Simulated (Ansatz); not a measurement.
Input of an Ansatz 0.2.0 run:

The input input.yaml:

```yaml
crystal:
  lattice:
    - [0.0, 2.82685, 2.82685]
    - [2.82685, 0.0, 2.82685]
    - [2.82685, 2.82685, 0.0]
  atoms:
    - { symbol: As, position: [0.75, 0.75, 0.75] }
    - { symbol: Ga, position: [0.0, 0.0, 0.0] }
kpoints:
  mp_grid: { grid: [8, 8, 8] }
scf:
  occupations: { method: fermi_dirac, width: 0.05 }
hamiltonian:
  xc: pbe
  pseudopotentials: { kind: all_electron, lapw: { basis_error: 0.001 } }
output:
  forces: true
  stress: true
  eigenvalues: true
```

Potentials or basis: all-electron LAPW, scalar-relativistic.

Launch:

```sh
$ ansatz run input.yaml --threads 1 --pin off --max-ram 3072MiB --backend cpu --events-out ev --progress --plain --runs-dir out
```

Problem. Predict the pressure.

Solution. 3.3 GPa.

Problem. What does it give for the band gap on the k mesh?

Solution. 0.52 eV, direct.

A k mesh can miss the band edges.
